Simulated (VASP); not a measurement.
The system is KF (Carobbiite).

```
K F
1.0
     0.00000    2.65497    2.65497
     2.65497    0.00000    2.65497
     2.65497    2.65497    0.00000
K F
1 1
Cartesian
  2.6550 2.6550 0.0000
  2.6550 2.6550 2.6550
```

Program: VASP 6.6.1. Alike in all runs: task band structure; no spin polarisation; cell as given; k mesh 10 × 10 × 10; cutoff (eV) 520; smearing gaussian 0.03 eV.

Task: Order these runs on this cell by their band gap on the k mesh, lowest first.
A. level r2SCAN; potentials or basis VASP PAW PBE potentials, release 64 (K_sv, F)
B. level LDA; potentials or basis VASP PAW LDA potentials, release 64 (K_sv, F)
C. level TB-mBJ; potentials or basis VASP PAW PBE potentials, release 64 (K_sv, F)

Result: B (5.89 eV), A (6.93 eV), C (10.30 eV).

Runs at the PBE level aren't shown here.
